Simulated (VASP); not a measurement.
# Sc (P-1) in VASP: further runs, part 2 of 2

VASP 6.6.1. Earlier steps stand in the parts before.

## (6) Single point, PBEsol

Input file INCAR:

```
SYSTEM = Sc
  PREC = Accurate
  ENCUT = 600
  EDIFF = 1E-6
  ISMEAR = 1
  SIGMA = 0.2
  LREAL = .FALSE.
  LASPH = .TRUE.
  NELM = 100
  ALGO = Normal
  ISIF = 2
  LWAVE = .FALSE.
  LCHARG = .FALSE.
  GGA = PS
  ADDGRID = .FALSE.
```

Input file KPOINTS:

```
regular mesh
0
G
  2 2 2
  0 0 0
```

Input file POSCAR:

```
Sc
1.0
    3.2019616822      0.0000000000      0.0000000000
    1.5021078373      2.8441406042      0.0000000000
    1.5489936237      0.9264468030      2.6741812389
Sc
1
Direct
    0.0000000000      0.0000000000      0.0000000000
```

Potentials or basis: VASP PAW PBE potentials, release 64 (Sc_sv).

Run with:

```sh
cat potpaw_PBE.64/Sc_sv/POTCAR > POTCAR
mpirun -np 1 vasp_std > vasp.out
```

OUTCAR:

```text
SYSTEM = Sc
   PREC = Accurate
   ENCUT = 600
   EDIFF = 1E-6
   ISMEAR = 1
   LREAL = .FALSE.
   LASPH = .TRUE.
   NELM = 100
   ISIF = 2
   GGA = PS

 Found      8 irreducible k-points:

 Following reciprocal coordinates:
            Coordinates               Weight
  0.000000  0.000000  0.000000      1.000000
  0.500000  0.000000  0.000000      1.000000
  0.000000  0.500000 -0.000000      1.000000
  0.500000  0.500000  0.000000      1.000000
  0.000000  0.000000  0.500000      1.000000
  0.500000  0.000000  0.500000      1.000000
   k-points           NKPTS =      8   k-points in BZ     NKDIM =      8   number of bands    NBANDS=      9
   number of dos      NEDOS =    301   number of ions     NIONS =      1
   total plane-waves  NPLWV =  21952
   dimension x,y,z NGX =    28 NGY =   28 NGZ =   28
   dimension x,y,z NGXF=    56 NGYF=   56 NGZF=   56
   ions per type =               1
   NGX,Y,Z   is equivalent  to a cutoff of  14.54, 14.47, 14.43 a.u.
   NGXF,Y,Z  is equivalent  to a cutoff of  29.08, 28.94, 28.86 a.u.
 SYSTEM =  Sc
   PREC   = accura    normal or accurate (medium, high low for compatibility)
   ISTART =      0    job   : 0-new  1-cont  2-samecut
   ICHARG =      2    charge: 1-file 2-atom 10-const
   ISPIN  =      1    spin polarized calculation?
   LNONCOLLINEAR =      F non collinear calculations
   LSORBIT =      F    spin-orbit coupling
   LASPH  =      T    aspherical Exc in radial PAW
[... 63 lines left out ...]
      3     -23.6798      2.00000
      4     -23.6624      2.00000
      5      -1.5032      2.00000
      6       5.3454     -0.00000
      7       5.4213     -0.00000
      8       5.7244     -0.00000
      9       6.9477     -0.00000
[... 49 lines left out ...]
 k-point     6 :       0.5000    0.0000    0.5000
  band No.  band energies     occupation
      1     -45.0788      2.00000
      2     -24.0830      2.00000
      3     -23.8394      2.00000
      4     -23.8047      2.00000
      5       2.2131      2.00000
      6       3.2207      2.00008
      7       5.6495     -0.00000
      8       7.8447     -0.00000
      9       8.1609      0.00000

 [... further k-points ...]

------------------------ aborting loop because EDIFF is reached ----------------------------------------

  FORCE on cell =-STRESS in cart. coord.  units (eV):
  Direction    XX          YY          ZZ          XY          YZ          ZX
  --------------------------------------------------------------------------------------
  -------------------------------------------------------------------------------------
  Total       -2.6567554     -2.2805991     -2.5072707      0.0047166     -0.1992899     -0.1108901
  in kB     -174.7849849   -150.0380829   -164.9505517      0.3103020    -13.1110628     -7.2953339
  external PRESSURE =    -163.2578732 kB  Pullay stress =       0.0000000 kB

 VOLUME and BASIS-vectors are now :
 -----------------------------------------------------------------------------
  energy-cutoff  :      600.00
  volume of cell :       24.35
      direct lattice vectors                 reciprocal lattice vectors
     3.201961682  0.000000000  0.000000000     0.312308547 -0.164943011 -0.123758636
     1.502107837  2.844140604  0.000000000     0.000000000  0.351600058 -0.121808778
     1.548993624  0.926446803  2.674181239     0.000000000  0.000000000  0.373946233

 POSITION                                       TOTAL-FORCE (eV/Angst)
 -----------------------------------------------------------------------------------
      0.00000      0.00000      0.00000         0.000000      0.000000      0.000000
 -----------------------------------------------------------------------------------
    total drift:                               -0.000000     -0.000000     -0.000000

  FREE ENERGIE OF THE ION-ELECTRON SYSTEM (eV)
  ---------------------------------------------------
  free  energy   TOTEN  =        -7.1875094093 eV

  energy  without entropy=       -7.1707234040  energy(sigma->0) =       -7.18191407
```

OSZICAR:

```text
N       E                     dE             d eps       ncg     rms          rms(c)
DAV:   1     0.855562741437E+02    0.85556E+02   -0.60615E+03   144   0.142E+03
DAV:   2    -0.600850173732E+01   -0.91565E+02   -0.90386E+02   153   0.325E+02
DAV:   3    -0.771286282186E+01   -0.17044E+01   -0.15500E+01   219   0.646E+01
DAV:   4    -0.773992199604E+01   -0.27059E-01   -0.26763E-01   221   0.702E+00
DAV:   5    -0.774001702763E+01   -0.95032E-04   -0.95023E-04   220   0.349E-01    0.700E+00
DAV:   6    -0.722567964463E+01    0.51434E+00   -0.14551E+00   210   0.187E+01    0.217E+00
DAV:   7    -0.719087254681E+01    0.34807E-01   -0.11533E-01   221   0.489E+00    0.572E-01
DAV:   8    -0.718763921754E+01    0.32333E-02   -0.49452E-03   256   0.850E-01    0.144E-01
DAV:   9    -0.718750751796E+01    0.13170E-03   -0.68758E-04   198   0.466E-01    0.231E-02
DAV:  10    -0.718750969827E+01   -0.21803E-05   -0.90799E-06   280   0.526E-02    0.344E-03
DAV:  11    -0.718750940930E+01    0.28897E-06   -0.12100E-07   117   0.470E-03
   1 F= -.71875094E+01 E0= -.71819141E+01  d E =-.167860E-01
```

stdout:

```text
POSCAR found type information on POSCAR Sc
 POSCAR found :  1 types and       1 ions
 scaLAPACK will be used
 -----------------------------------------------------------------------------
|                                                                             |
|                                                                             |
|     You enforced a specific xc type in the INCAR file but a different       |
|     I HOPE YOU KNOW WHAT YOU ARE DOING!                                     |
|                                                                             |
 -----------------------------------------------------------------------------

 LDA part: xc-table for (Slater+PW92), standard interpolation
 POSCAR, INCAR and KPOINTS ok, starting setup
 FFT: planning ... GRIDC
 FFT: planning ... GRID_SOFT
 FFT: planning ... GRID
 WAVECAR not read
 entering main loop
```

Wall time 2.7 s (1 thread of Intel Xeon 6975P-C (Granite Rapids), shared host); peak memory 0.14 GiB.

These settings aren't checked as converged: the numbers below hold their error.

Results:

```
Free energy            : -7.1875 eV
Pressure               : -16.3 GPa
Band gap on the k mesh : none (metal or under the smearing width)
```

Caveat: the k mesh is coarse (spacing up to 1.18 Å⁻¹), so the values aren't converged; the PAW data sets were made with another functional, which shifts forces and pressure a little.
